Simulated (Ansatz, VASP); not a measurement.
# Pt in VASP and in Ansatz

```xyz
1
Lattice="0.0000 1.9837 1.9837 1.9837 0.0000 1.9837 1.9837 1.9837 0.0000" Properties=species:S:1:pos:R:3 pbc="T T T"
Pt    0.0000    0.0000    0.0000
```

Alike in both runs: task relaxation of cell and atoms; functional PBE; k mesh 18 × 18 × 18; occupations gaussian, width 0.1 eV; no spin polarisation.

|  | VASP | Ansatz |
| --- | --- | --- |
| version | VASP 6.6.1 | Ansatz 0.2.0 |
| potentials or method | VASP PAW PBE potentials, release 64 (Pt) | scalar-relativistic, plane waves, PAW |
| plane-wave cutoff (eV) | 600 | 420 |
| valence electrons in the cell | 10 | 18 |

VASP gave:

| Quantity | Value |
| --- | --- |
| gap on the k mesh at the Fermi level, each at its own relaxed structure (eV) | none |
| relaxed volume (Å³/atom) | 15.62 |
| relaxed cell length with the largest relative difference (Å) | 2.806 |

Q: Which values does Ansatz return?

A: gap on the k mesh at the Fermi level, each at its own relaxed structure (eV): none; relaxed volume (Å³/atom): 15.64; relaxed cell length with the largest relative difference (Å): 2.807.

A gap of «none» marks a metal or a gap that the smearing closes. The two sets of potentials don't hold the same shells in valence.

Spin-orbit coupling is left out, which matters for the levels of Pt.
